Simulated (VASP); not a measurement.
# Ir in VASP: a series of runs

The runs below take Ir through single point, with PBE.

Program: VASP 6.6.1. These are calculated values, not measurements. Logs are shortened: lines on timing, memory, paths and dates and some standing lists are left out, and cuts for length are marked.

### Step 1. The cell of the first run

The cell holds a slab with vacuum, 3 atoms: a = 2.737 Å, b = 2.737 Å, c = 18.469 Å, α = 90.00°, β = 90.00°, γ = 120.00°.

The slab is cut from a database's or a generator's crystal, which needn't be the stable form of the element.

### Step 2. Single point, PBE (clean slab, lower half held)

File INCAR:

```
PREC = Accurate
ENCUT = 520
EDIFF = 1E-7
ISMEAR = 0
SIGMA = 0.1
LREAL = False
LASPH = True
NELM = 80
ALGO = Normal
ISIF = 2
LWAVE = False
LCHARG = False
LDIPOL = True
IDIPOL = 3
DIPOL = 0.5 0.5 0.497
GGA = PE
NBANDS = 20
```

File KPOINTS:

```
regular mesh
0
Gamma
  12 12 1
```

File POSCAR:

```
Ir
1.0
    2.7369678276      0.0000000000      0.0000000000
   -1.3684839138      2.3702836680      0.0000000000
    0.0000000000      0.0000000000     18.4694497466
Ir
3
Direct
    0.6666666667      0.3333333333      0.3790042528
    0.3333333333      0.6666666667      0.4965746232
    0.0000000000      0.0000000000      0.6141418799
```

Potentials or basis: VASP PAW PBE potentials, release 64 (Ir).

Command:

```sh
$ cat potpaw_PBE.64/Ir/POTCAR > POTCAR
$ mpirun -np 1 vasp_std > vasp.out
```

OUTCAR:

```text
PREC = Accurate
   ENCUT = 520
   EDIFF = 1E-7
   ISMEAR = 0
   LREAL = False
   LASPH = True
   NELM = 80
   ISIF = 2
   GGA = PE

 ion  position               nearest neighbor table
   1  0.667  0.333  0.379-   2 2.69   2 2.69   2 2.69
   2  0.333  0.667  0.497-   3 2.69   3 2.69   3 2.69   1 2.69   1 2.69   1 2.69
   3  0.000  0.000  0.614-   2 2.69   2 2.69   2 2.69

  LATTYP: Found a hexagonal cell.
 ALAT       =     2.7369678276
 C/A-ratio  =     6.7481428025

  Lattice vectors:

 A1 = (   2.7369678276,   0.0000000000,   0.0000000000)
 A2 = (  -1.3684839138,   2.3702836680,   0.0000000000)
 A3 = (   0.0000000000,   0.0000000000,  18.4694497466)

Analysis of symmetry for initial positions (statically):
=====================================================================
 Subroutine PRICEL returns:
 Original cell was already a primitive cell.

 Routine SETGRP: Setting up the symmetry group for a
 hexagonal supercell.

 Subroutine GETGRP returns: Found 12 space group operations
 (whereof  6 operations were pure point group operations)
 out of a pool of 24 trial point group operations.

The static configuration has the point symmetry C_3v.
 The point group associated with its full space group is D_3d.

Analysis of symmetry for dynamics (positions and initial velocities):
=====================================================================
 Subroutine PRICEL returns:
 Original cell was already a primitive cell.

 Routine SETGRP: Setting up the symmetry group for a
 hexagonal supercell.

 Subroutine GETGRP returns: Found 12 space group operations
 (whereof  6 operations were pure point group operations)
 out of a pool of 24 trial point group operations.

The dynamic configuration has the point symmetry C_3v.
 The point group associated with its full space group is D_3d.

 Subroutine INISYM returns: Found 12 space group operations
 (whereof  6 operations are pure point group operations),
 and found     1 'primitive' translations

----------------------------------------------------------------------------------------

                                     Primitive cell

  volume of cell :     119.8185

  direct lattice vectors                    reciprocal lattice vectors
     2.736967828  0.000000000  0.000000000     0.365367831  0.210945216  0.000000000
    -1.368483914  2.370283668  0.000000000     0.000000000  0.421890432  0.000000000
     0.000000000  0.000000000 18.469449747     0.000000000  0.000000000  0.054143465

  length of vectors
[... 83 lines left out ...]
   NFREE  =      0    steps in history (QN), initial steepest desc. (CG)
   ISIF   =      2    stress and relaxation
   ISYM   =      2    0-nonsym 1-usesym 2-fastsym
   POTIM  = 0.5000    time-step for ionic-motion
   TEBEG  =    0.0;   TEEND  =   0.0 temperature during run
   PSTRESS=    0.0 pullay stress
   NELECT =      27.0000    total number of electrons
   NUPDOWN=      -1.0000    fix difference up-down
   EMIN   =  10.00;   EMAX   =-10.00  energy-range for DOS
   EFERMI =   0.00;   METHOD = LEGACY
   ISMEAR =     0;   SIGMA  =   0.10  broadening in eV -4-tet -1-fermi 0-gaus
   EFERMI_NEDOS =   21; number of points for ismear=-14 and -15
   IALGO  =     38    algorithm
   IMIX   =      4    mixing-type and parameters
     AMIX     =   0.40;   BMIX     =  1.00
     AMIX_MAG =   1.60;   BMIX_MAG =  1.00
  volume/ion in A,a.u.               =      39.94       269.53
  Fermi-wavevector in a.u.,A,eV,Ry     =   0.996219  1.882581 13.503130  0.992452
  Thomas-Fermi vector in A             =   2.128292
   LORBIT       =      0    0 simple, 1 ext, 2 COOP (PROOUT), +10 PAW based schemes
   GGA     = PE    functional components
   LHFCALC =     F    Hartree Fock is set to
   AEXX    =    0.0000 exact exchange contribution
   IVDW    =     0    specifies the selected vdW correction
   LEPSILON=     F    determine dielectric tensor
   LRPA    =     F    only Hartree local field effects (RPA)
 non-spin polarized calculation
 Gauss-broadening in eV      SIGMA  =   0.10
  energy-cutoff  :      520.00
  volume of cell :      119.82
 maximum number of plane-waves:      3249
   NGX = 11   NGY = 11   NGZ = 69

 number of electron      27.0000002 magnetization

 dipolmoment           0.000000      0.000000     -0.000182 electrons x Angstroem

 Free energy of the ion-electron system (eV)
  ---------------------------------------------------
  ext. energy  EPLUGINS =         0.00000000
  ---------------------------------------------------
  free energy    TOTEN  =       -24.68278681 eV

  energy without entropy =      -24.66277989  energy(sigma->0) =      -24.67278335

 E-fermi :   0.2043     XC(G=0):  -6.0248

 val. band max:        0.1602470406   @ k =   0.3333   0.0833   0.0000
 cond. band min:       0.2550745588   @ k =   0.3333   0.0000   0.0000
 fundamental gap:      0.0948275182
 Fermi energy:         0.2042686226

 k-point     1 :       0.0000    0.0000    0.0000
  band No.  band energies     occupation
      1      -9.8824      2.00000
      2      -7.7503      2.00000
      3      -7.4310      2.00000
      4      -3.5851      2.00000
      5      -3.5851      2.00000
      6      -3.4163      2.00000
[... 426 lines left out ...]
     19       8.0731      0.00000
     20       8.0796      0.00000

------------------------ aborting loop because EDIFF is reached ----------------------------------------

 vacuum level on the upper side and lower side of the slab       (xc-potential included)        -0.111        -0.106

  FORCE on cell =-STRESS in cart. coord.  units (eV):
  Direction    XX          YY          ZZ          XY          YZ          ZX
  --------------------------------------------------------------------------------------
  -------------------------------------------------------------------------------------
  Total       -2.9903727     -2.9903727      0.1373900      0.0000000      0.0000000      0.0000000
  in kB      -39.9863651    -39.9863651      1.8371376      0.0000000      0.0000000      0.0000000
  external PRESSURE =     -26.0451976 kB  Pullay stress =       0.0000000 kB

 VOLUME and BASIS-vectors are now :
 -----------------------------------------------------------------------------
  energy-cutoff  :      520.00
  volume of cell :      119.82
      direct lattice vectors                 reciprocal lattice vectors
     2.736967828  0.000000000  0.000000000     0.365367831  0.210945216  0.000000000
    -1.368483914  2.370283668  0.000000000     0.000000000  0.421890432  0.000000000
     0.000000000  0.000000000 18.469449747     0.000000000  0.000000000  0.054143465

 POSITION                                       TOTAL-FORCE (eV/Angst)
 -----------------------------------------------------------------------------------
      1.36848      0.79009      7.00000         0.000000      0.000000     -0.037134
     -0.00000      1.58019      9.17146        -0.000000      0.000000      0.000000
      0.00000      0.00000     11.34286         0.000000     -0.000000      0.037134
 -----------------------------------------------------------------------------------
    total drift:                                0.000000     -0.000000     -0.022558

  FREE ENERGIE OF THE ION-ELECTRON SYSTEM (eV)
  ---------------------------------------------------
  free  energy   TOTEN  =       -24.6827868121 eV

  energy  without entropy=      -24.6627798863  energy(sigma->0) =      -24.67278335

 vacuum level on the upper side and lower side of the slab         5.450         5.456
```

Run time: 70 s. Hardware: 1 thread of Intel Xeon Platinum 8488C (Sapphire Rapids), shared host; peak memory 0.24 GiB.

What came out:

| Property | Result |
| --- | --- |
| Free energy | -24.6828 eV |
| Largest force | 0.037 eV/Å |
| Band gap on the k mesh | none (metal or under the smearing width) |

Forces in eV/Å, atoms in the order of the input:
```
Ir   0.000  0.000 -0.037
Ir   0.000  0.000  0.000
Ir   0.000  0.000  0.037
```

### Step 3. Single point, PBE (the clean substrate in the cell of the map)

File INCAR:

```
SYSTEM = Ir
PREC = Accurate ; ENCUT = 520
EDIFF = 1E-6 ; ISMEAR = 0
SIGMA = 0.1 ; LREAL = Auto
LASPH = .TRUE. ; NELM = 100
ALGO = Fast ; ISIF = 2
LWAVE = .FALSE. ; LCHARG = .FALSE.
LDIPOL = .TRUE. ; IDIPOL = 3
DIPOL = 0.5 0.5 0.287 ; GGA = PE
NBANDS = 86
```

File KPOINTS:

```
regular mesh
0
G
  5 4 1
  0 0 0
```

File POSCAR:

```
Ir
1.0
    5.4739356551      0.0000000000      0.0000000000
    0.0000000000      7.7413140431      0.0000000000
    0.0000000000      0.0000000000     20.9601955780
Ir
16
Direct
    0.2500000000      0.2500000000      0.1908379139
    0.2500000000      0.7500000000      0.1908379139
    0.7500000000      0.2500000000      0.1908379139
    0.7500000000      0.7500000000      0.1908379139
    0.0000000000      0.0000000000      0.2561275678
    0.0000000000      0.5000000000      0.2561275678
    0.5000000000      0.0000000000      0.2561275678
    0.5000000000      0.5000000000      0.2561275678
    0.2500000000      0.2500000000      0.3207118829
    0.2500000000      0.7500000000      0.3207118829
    0.7500000000      0.2500000000      0.3207118829
    0.7500000000      0.7500000000      0.3207118829
    0.0000000000      0.0000000000      0.3797767797
    0.0000000000      0.5000000000      0.3797767797
    0.5000000000      0.0000000000      0.3797767797
    0.5000000000      0.5000000000      0.3797767797
```

Potentials or basis: VASP PAW PBE potentials, release 64 (Ir).

Command:

```sh
$ cat potpaw_PBE.64/Ir/POTCAR > POTCAR
$ mpirun -np 1 vasp_std > vasp.out
```

Wall time 15 min (1 thread of AMD EPYC 9R45 (Zen 5), shared host); peak memory 1 GiB.

The run converged. Its results:

| Quantity | Value |
| --- | --- |
| Free energy | -125.2085 eV |
| Largest force | 1.196 eV/Å |
| Band gap on the k mesh | none (metal or under the smearing width) |

Forces on the atoms (eV/Å):
```
Ir   0.000  0.000  1.124
Ir   0.000  0.000  1.124
Ir   0.000  0.000  1.124
Ir   0.000  0.000  1.124
Ir   0.000  0.000 -1.196
Ir   0.000  0.000 -1.196
Ir   0.000  0.000 -1.196
Ir   0.000  0.000 -1.196
Ir   0.000  0.000  0.008
Ir   0.000  0.000  0.008
Ir   0.000  0.000  0.008
Ir   0.000  0.000  0.008
Ir   0.000  0.000  0.064
Ir   0.000  0.000  0.064
Ir   0.000  0.000  0.064
Ir   0.000  0.000  0.064
```

Levels at points of the mesh, in eV from the Fermi level:
| k point | band 68 | band 69 | band 70 | band 71 | band 72 | band 73 |
| --- | --- | --- | --- | --- | --- | --- |
| (0.00, 0.00, 0.00) | -0.07 | -0.07 | 0.35 | 0.37 | 0.40 | 0.40 |
| (0.00, 0.50, 0.00) | -0.26 | -0.20 | -0.20 | 0.05 | 0.05 | 0.11 |

Spin-orbit coupling is left out, which matters for the levels of Ir.

### Step 4. Single point, PBE (clean slab, lower half held)

File INCAR:

```
SYSTEM = Ir
PREC = Accurate ; ENCUT = 520
EDIFF = 1E-6 ; ISMEAR = 0
SIGMA = 0.1 ; LREAL = .FALSE.
LASPH = .TRUE. ; NELM = 100
ALGO = Fast ; ISIF = 2
LWAVE = .FALSE. ; LCHARG = .FALSE.
LDIPOL = .TRUE. ; IDIPOL = 3
DIPOL = 0.5 0.5 0.498 ; GGA = PE
NBANDS = 26
```

File KPOINTS:

```
regular mesh
0
G
  10 8 1
  0 0 0
```

File POSCAR:

```
Ir
1.0
    2.7369678276      0.0000000000      0.0000000000
    0.0000000000      3.8706570215      0.0000000000
    0.0000000000      0.0000000000     18.1054517414
Ir
4
Direct
    0.5000000000      0.5000000000      0.3866238799
    0.0000000000      0.0000000000      0.4622079600
    0.5000000000      0.5000000000      0.5369754883
    0.0000000000      0.0000000000      0.6053533341
```

Command:

```sh
$ cat potpaw_PBE.64/Ir/POTCAR > POTCAR
$ mpirun -np 1 vasp_std > vasp.out
```

It took 1.9 min on 1 thread of AMD EPYC 9R45 (Zen 5), shared host; peak memory 0.31 GiB.

Results (log left out):

```
Free energy            : -31.3009 eV
Largest force          : 1.196 eV/Å
Band gap on the k mesh : none (metal or under the smearing width)
```

Forces in eV/Å, atoms in the order of the input:
```
Ir   0.000  0.000  1.125
Ir   0.000  0.000 -1.196
Ir   0.000  0.000  0.006
Ir   0.000  0.000  0.065
```

Levels at points of the mesh, in eV from the Fermi level:
```csv
k point,band 15,band 16,band 17,band 18,band 19,band 20,band 21,band 22
"(0.00, 0.00, 0.00)",-1.58,-1.27,-0.66,-0.48,-0.10,0.35,0.52,0.62
"(0.50, 0.00, 0.00)",-0.07,-0.07,0.37,0.59,0.90,1.14,2.79,2.83
"(0.00, 0.50, 0.00)",-1.29,-1.14,-0.76,-0.38,0.40,0.40,0.68,0.81
"(0.50, 0.50, 0.00)",-0.77,-0.75,0.75,0.78,0.97,1.02,1.73,1.73
```

### Step 5. Summary

```tsv
cell	k mesh	gap on the mesh (eV)	largest force (eV/Å)
clean slab, lower half held	12 × 12 × 1	none	0.04
the clean substrate in the cell of the map	5 × 4 × 1	none	1.20
clean slab, lower half held	10 × 8 × 1	none	1.20
```

Alike in all rows: task single point; level PBE; potentials or basis VASP PAW PBE potentials, release 64 (Ir); no spin polarisation; cutoff (eV) 520; smearing gaussian 0.1 eV.

Total energies depend on the potentials used, so only differences within one code and one set of settings carry meaning.
